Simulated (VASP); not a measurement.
# Sr (Im-3m) in VASP: a series of runs

Runs on Sr. Level: RPBE. Tasks: single point, relaxation of cell and atoms.

All numbers are computed with VASP 6.6.1; they aren't measurements. Logs are shortened: lines on timing, memory, paths and dates and some standing lists are left out, and cuts for length are marked.

## 1. The structure

The structure is cubic, space group Im-3m (No. 229). The conventional cell has a = 4.875 Å, b = 4.875 Å, c = 4.875 Å, α = 90.00°, β = 90.00°, γ = 90.00°. Around Sr (site symmetry m-3m) lie 8 Sr at 4.22 Å.

The cell was built by a generator and needn't be a form met in nature.

## 2. Single point, RPBE

Contents of INCAR:

```
PREC = Accurate
ENCUT = 520
EDIFF = 1E-7
ISMEAR = -1
SIGMA = 0.1
LREAL = False
LASPH = True
NELM = 80
ALGO = Normal
ISIF = 2
LWAVE = False
LCHARG = True
GGA = RP
LELF = True
LVHAR = True
NBANDS = 11
```

Contents of KPOINTS:

```
Automatic mesh
0
Gamma
  9 9 9
```

Contents of POSCAR:

```
Sr
1.0
   -2.4373892368      2.4373892368      2.4373892368
    2.4373892368     -2.4373892368      2.4373892368
    2.4373892368      2.4373892368     -2.4373892368
Sr
1
Direct
    0.0000000000      0.0000000000      0.0000000000
```

Potentials or basis: VASP PAW PBE potentials, release 64 (Sr_sv).

Started as:

```console
cat potpaw_PBE.64/Sr_sv/POTCAR > POTCAR
mpirun -np 1 vasp_std > vasp.out
```

OUTCAR:

```text
PREC = Accurate
   ENCUT = 520
   EDIFF = 1E-7
   ISMEAR = -1
   LREAL = False
   LASPH = True
   NELM = 80
   ISIF = 2
   GGA = RP

 ion  position               nearest neighbor table
   1  0.000  0.000  0.000-

  LATTYP: Found a body centered cubic cell.
 ALAT       =     4.8747784736

  Lattice vectors:

 A1 = (  -2.4373892368,   2.4373892368,   2.4373892368)
 A2 = (   2.4373892368,  -2.4373892368,   2.4373892368)
 A3 = (   2.4373892368,   2.4373892368,  -2.4373892368)

Analysis of symmetry for initial positions (statically):
=====================================================================
 Subroutine PRICEL returns:
 Original cell was already a primitive cell.

 Routine SETGRP: Setting up the symmetry group for a
 body centered cubic supercell.

 Subroutine GETGRP returns: Found 48 space group operations
 (whereof 48 operations were pure point group operations)
 out of a pool of 48 trial point group operations.

The static configuration has the point symmetry O_h .

Analysis of symmetry for dynamics (positions and initial velocities):
=====================================================================
 Subroutine PRICEL returns:
 Original cell was already a primitive cell.

 Routine SETGRP: Setting up the symmetry group for a
 body centered cubic supercell.

 Subroutine GETGRP returns: Found 48 space group operations
 (whereof 48 operations were pure point group operations)
 out of a pool of 48 trial point group operations.

The dynamic configuration has the point symmetry O_h .

 Subroutine INISYM returns: Found 48 space group operations
 (whereof 48 operations are pure point group operations),
 and found     1 'primitive' translations

----------------------------------------------------------------------------------------

                                     Primitive cell

  volume of cell :      57.9208

  direct lattice vectors                    reciprocal lattice vectors
    -2.437389237  2.437389237  2.437389237     0.000000000  0.205137527  0.205137527
     2.437389237 -2.437389237  2.437389237     0.205137527  0.000000000  0.205137527
     2.437389237  2.437389237 -2.437389237     0.205137527  0.205137527  0.000000000

  length of vectors
     4.221681996  4.221681996  4.221681996     0.290108273  0.290108273  0.290108273

  position of ions in fractional coordinates (direct lattice)
     0.000000000  0.000000000  0.000000000

  ion indices of the primitive-cell ions
   primitive index   ion index
                 1           1

----------------------------------------------------------------------------------------

 KPOINTS: Automatic mesh

Automatic generation of k-mesh.
 Grid dimensions read from file:
 generate k-points for:    9    9    9

 Generating k-lattice:

  Cartesian coordinates                     Fractional coordinates (reciprocal lattice)
     0.000000000  0.022793059  0.022793059     0.111111111  0.000000000  0.000000000
     0.022793059  0.000000000  0.022793059     0.000000000  0.111111111  0.000000000
     0.022793059  0.022793059  0.000000000     0.000000000  0.000000000  0.111111111

  Length of vectors
     0.032234253  0.032234253  0.032234253

  Shift w.r.t. Gamma in fractional coordinates (k-lattice)
     0.000000000  0.000000000  0.000000000

 Subroutine IBZKPT returns following result:
 ===========================================

 Found     35 irreducible k-points:

 Following reciprocal coordinates:
            Coordinates               Weight
  0.000000  0.000000  0.000000      1.000000
  0.111111  0.000000  0.000000     12.000000
  0.222222  0.000000  0.000000     12.000000
  0.333333  0.000000  0.000000     12.000000
  0.444444  0.000000  0.000000     12.000000
  0.111111  0.111111  0.000000     24.000000
[... 16 lines left out ...]
 -0.333333  0.444444  0.111111     48.000000
 -0.444444 -0.444444  0.111111     24.000000
 [... further k-points ...]
   k-points           NKPTS =     35   k-points in BZ     NKDIM =     35   number of bands    NBANDS=     11
   number of dos      NEDOS =    301   number of ions     NIONS =      1
   total plane-waves  NPLWV =  32768
   dimension x,y,z NGX =    32 NGY =   32 NGZ =   32
   dimension x,y,z NGXF=    64 NGYF=   64 NGZF=   64
   ions per type =               1
   NGX,Y,Z   is equivalent  to a cutoff of  12.60, 12.60, 12.60 a.u.
   NGXF,Y,Z  is equivalent  to a cutoff of  25.20, 25.20, 25.20 a.u.
 SYSTEM =  unknown system
   PREC   = accura    normal or accurate (medium, high low for compatibility)
   ISTART =      0    job   : 0-new  1-cont  2-samecut
   ICHARG =      2    charge: 1-file 2-atom 10-const
   ISPIN  =      1    spin polarized calculation?
   LNONCOLLINEAR =      F non collinear calculations
   LSORBIT =      F    spin-orbit coupling
   LASPH  =      T    aspherical Exc in radial PAW
   ENCUT  =  520.0 eV  38.22 Ry    6.18 a.u.   7.85  7.85  7.85*2*pi/ulx,y,z
   NELM   =     80;   NELMIN=  2; NELMDL= -5     # of ELM steps
   EDIFF  = 0.1E-06   stopping-criterion for ELM
   LREAL  =      F    real-space projection
   EDIFFG = 0.1E-05   stopping-criterion for IOM
   NSW    =      0    number of steps for IOM
   IBRION =     -1    ionic relax: 0-MD 1-quasi-New 2-CG
   NFREE  =      0    steps in history (QN), initial steepest desc. (CG)
   ISIF   =      2    stress and relaxation
   ISYM   =      2    0-nonsym 1-usesym 2-fastsym
   POTIM  = 0.5000    time-step for ionic-motion
   TEBEG  =    0.0;   TEEND  =   0.0 temperature during run
   PSTRESS=    0.0 pullay stress
   NELECT =      10.0000    total number of electrons
   NUPDOWN=      -1.0000    fix difference up-down
   EMIN   =  10.00;   EMAX   =-10.00  energy-range for DOS
   EFERMI =   0.00;   METHOD = LEGACY
   ISMEAR =    -1;   SIGMA  =   0.10  broadening in eV -4-tet -1-fermi 0-gaus
   EFERMI_NEDOS =   21; number of points for ismear=-14 and -15
   IALGO  =     38    algorithm
   IMIX   =      4    mixing-type and parameters
     AMIX     =   0.40;   BMIX     =  1.00
     AMIX_MAG =   1.60;   BMIX_MAG =  1.00
  volume/ion in A,a.u.               =      57.92       390.87
  Fermi-wavevector in a.u.,A,eV,Ry     =   0.911584  1.722644 11.306238  0.830985
  Thomas-Fermi vector in A             =   2.035880
   LORBIT       =      0    0 simple, 1 ext, 2 COOP (PROOUT), +10 PAW based schemes
   GGA     = RP    functional components
   LHFCALC =     F    Hartree Fock is set to
   AEXX    =    0.0000 exact exchange contribution
   IVDW    =     0    specifies the selected vdW correction
   LEPSILON=     F    determine dielectric tensor
   LRPA    =     F    only Hartree local field effects (RPA)
 non-spin polarized calculation
  energy-cutoff  :      520.00
  volume of cell :       57.92
 maximum number of plane-waves:      1573
   NGX = 15   NGY = 15   NGZ = 15

 number of electron      10.0000000 magnetization

 Free energy of the ion-electron system (eV)
  ---------------------------------------------------
  ext. energy  EPLUGINS =         0.00000000
  ---------------------------------------------------
  free energy    TOTEN  =        -1.47636956 eV

  energy without entropy =       -1.42559027  energy(sigma->0) =       -1.45097991

 E-fermi :   1.5058     XC(G=0):  -7.0830

 val. band max:        1.4417092458   @ k =   0.3333   0.2222   0.1111
 cond. band min:       1.5103394136   @ k =   0.2222   0.2222   0.2222
 fundamental gap:      0.0686301677
 Fermi energy:         1.5058349746

 k-point     1 :       0.0000    0.0000    0.0000
  band No.  band energies     occupation
      1     -35.2555      2.00000
      2     -17.1540      2.00000
      3     -17.1540      2.00000
      4     -17.1540      2.00000
      5      -2.0244      2.00000
      6       3.8794      0.00000
      7       3.8794      0.00000
      8       3.8794      0.00000
      9       5.1230      0.00000
     10       5.1230      0.00000
     11       9.3623      0.00000

 k-point     2 :       0.1111    0.0000    0.0000
  band No.  band energies     occupation
      1     -35.2541      2.00000
      2     -17.1733      2.00000
      3     -17.1604      2.00000
      4     -17.1540      2.00000
      5      -1.8264      2.00000
      6       3.7064      0.00000
      7       3.7322      0.00000
      8       4.0693      0.00000
      9       4.9069      0.00000
     10       5.1150      0.00000
     11       9.5386      0.00000

 k-point     3 :       0.2222    0.0000    0.0000
  band No.  band energies     occupation
      1     -35.2507      2.00000
      2     -17.2214      2.00000
      3     -17.1765      2.00000
      4     -17.1539      2.00000
      5      -1.2635      2.00000
      6       3.1456      0.00000
      7       3.3356      0.00000
      8       4.6252      0.00000
      9       4.8589      0.00000
     10       5.1501      0.00000
     11       9.3072      0.00000

 k-point     4 :       0.3333    0.0000    0.0000
  band No.  band energies     occupation
      1     -35.2467      2.00000
      2     -17.2752      2.00000
      3     -17.1947      2.00000
      4     -17.1539      2.00000
      5      -0.4391      2.00000
      6       2.4128      0.00023
      7       2.9904      0.00000
      8       4.9962      0.00000
      9       5.3087      0.00000
     10       5.4948      0.00000
     11       8.0296      0.00000
[... 239 lines left out ...]
 k-point    22 :      -0.4444    0.4444    0.1111
  band No.  band energies     occupation
      1     -35.2431      2.00000
      2     -17.3048      2.00000
      3     -17.2138      2.00000
      4     -17.1678      2.00000
      5       0.5736      1.99982
      6       1.7737      0.12850
      7       2.9554      0.00000
      8       4.3628      0.00000
      9       5.5185      0.00000
     10       6.4270      0.00000
     11       7.2634      0.00000

 k-point    23 :      -0.3333    0.4444    0.1111
  band No.  band energies     occupation
      1     -35.2428      2.00000
      2     -17.2861      2.00000
      3     -17.2233      2.00000
      4     -17.1798      2.00000
      5       0.4417      1.99995
      6       2.0746      0.00675
      7       2.9423      0.00000
      8       4.3040      0.00000
      9       5.2394      0.00000
     10       6.0612      0.00000
     11       7.3443      0.00000

 k-point    24 :      -0.4444   -0.4444    0.1111
  band No.  band energies     occupation
      1     -35.2416      2.00000
      2     -17.2987      2.00000
      3     -17.2319      2.00000
      4     -17.1796      2.00000
      5       1.0966      1.96714
      6       1.5914      0.59645
      7       2.7898      0.00001
      8       4.2585      0.00000
      9       5.4482      0.00000
     10       6.7110      0.00000
     11       6.7807      0.00000

 [... further k-points ...]

------------------------ aborting loop because EDIFF is reached ----------------------------------------

  FORCE on cell =-STRESS in cart. coord.  units (eV):
  Direction    XX          YY          ZZ          XY          YZ          ZX
  --------------------------------------------------------------------------------------
  -------------------------------------------------------------------------------------
  Total        0.0036304      0.0036304      0.0036304     -0.0000000      0.0000000     -0.0000000
  in kB        0.1004216      0.1004216      0.1004216     -0.0000000      0.0000000     -0.0000000
  external PRESSURE =       0.1004216 kB  Pullay stress =       0.0000000 kB

 VOLUME and BASIS-vectors are now :
 -----------------------------------------------------------------------------
  energy-cutoff  :      520.00
  volume of cell :       57.92
      direct lattice vectors                 reciprocal lattice vectors
    -2.437389237  2.437389237  2.437389237     0.000000000  0.205137527  0.205137527
     2.437389237 -2.437389237  2.437389237     0.205137527  0.000000000  0.205137527
     2.437389237  2.437389237 -2.437389237     0.205137527  0.205137527  0.000000000

 POSITION                                       TOTAL-FORCE (eV/Angst)
 -----------------------------------------------------------------------------------
      0.00000      0.00000      0.00000         0.000000      0.000000     -0.000000
 -----------------------------------------------------------------------------------
    total drift:                               -0.000000      0.000000      0.000000

  FREE ENERGIE OF THE ION-ELECTRON SYSTEM (eV)
  ---------------------------------------------------
  free  energy   TOTEN  =        -1.4763695574 eV

  energy  without entropy=       -1.4255902667  energy(sigma->0) =       -1.45097991
```

Run time: 17 s. Hardware: 1 thread of Intel Xeon Platinum 8488C (Sapphire Rapids), shared host; peak memory 0.17 GiB.

What came out:

```
Free energy            : -1.4764 eV
Pressure               : 0.0 GPa
Band gap on the k mesh : none (metal or under the smearing width)
```

Levels at points of the mesh, in eV from the Fermi level:
```tsv
k point	band 1	band 2	band 3	band 4	band 5	band 6	band 7	band 8	band 9	band 10
(0.00, 0.00, 0.00)	-36.76	-18.66	-18.66	-18.66	-3.53	2.37	2.37	2.37	3.62	3.62
```

Caveat: the PAW data sets were made with another functional, which shifts forces and pressure a little.

## 3. Relaxation of cell and atoms, RPBE

This run uses another cell than the first one, of 56.32 Å³/atom, 0.972 times its volume.

Contents of INCAR:

```
ALGO = Normal ; EDIFF = 1E-6
EDIFFG = -0.01 ; ENCUT = 600
GGA = RP ; IBRION = 2
ISIF = 3 ; ISMEAR = -1
LASPH = T ; LCHARG = F
LREAL = F ; LWAVE = F
NELM = 60 ; NSW = 80
PREC = Accurate ; SIGMA = 0.1
```

Contents of KPOINTS:

```
k-points
0
Gamma
  9 9 9
```

Contents of POSCAR:

```
Sr
1.0
   -2.4147147952      2.4147147952      2.4147147952
    2.4147147952     -2.4147147952      2.4147147952
    2.4147147952      2.4147147952     -2.4147147952
Sr
1
Direct
    0.0000000000      0.0000000000      0.0000000000
```

Potentials or basis: VASP PAW PBE potentials, release 64 (Sr_sv).

Started as:

```console
cat potpaw_PBE.64/Sr_sv/POTCAR > POTCAR
mpirun -np 1 vasp_std > vasp.out
```

Wall time 69 s (1 thread of Intel Xeon Platinum 8488C (Sapphire Rapids), shared host); peak memory 0.21 GiB.

Results (log left out):

```
Free energy                            : -1.4763 eV
Relaxed volume                         : 58.04 Å³/atom
Relaxed cell                           : a = 4.225 Å, b = 4.225 Å, c = 4.225 Å, α = 109.47°, β = 109.47°, γ = 109.47°
Space group after relaxing (to 0.05 Å) : Im-3m (No. 229)
Energy gained by relaxing              : 1.7 meV/atom
Ionic steps                            : 4
Pressure after relaxing                : 0.0 GPa
Band gap on the k mesh                 : none (metal or under the smearing width)
```

The path:
```csv
step,energy change (eV),largest force (eV/Å),pressure (GPa),volume (Å³)
1,0.0000,0.0000,0.32,56.32
2,-0.0013,0.0000,0.15,57.23
3,-0.0016,0.0000,-0.03,58.23
4,-0.0017,0.0000,0.00,58.04
```

Final structure:
```
CELL_PARAMETERS angstrom
-2.43912 2.43912 2.43912
2.43912 -2.43912 2.43912
2.43912 2.43912 -2.43912
ATOMIC_POSITIONS crystal
Sr 0.00000 0.00000 0.00000
```

Levels at points of the mesh, in eV from the Fermi level:
```
           k point  band 3  band 4  band 5  band 6  band 7  band 8
(0.00, 0.00, 0.00)  -18.66  -18.66   -3.53    2.37    2.37    2.37
```

Caveat: the PAW data sets were made with another functional, which shifts forces and pressure a little.
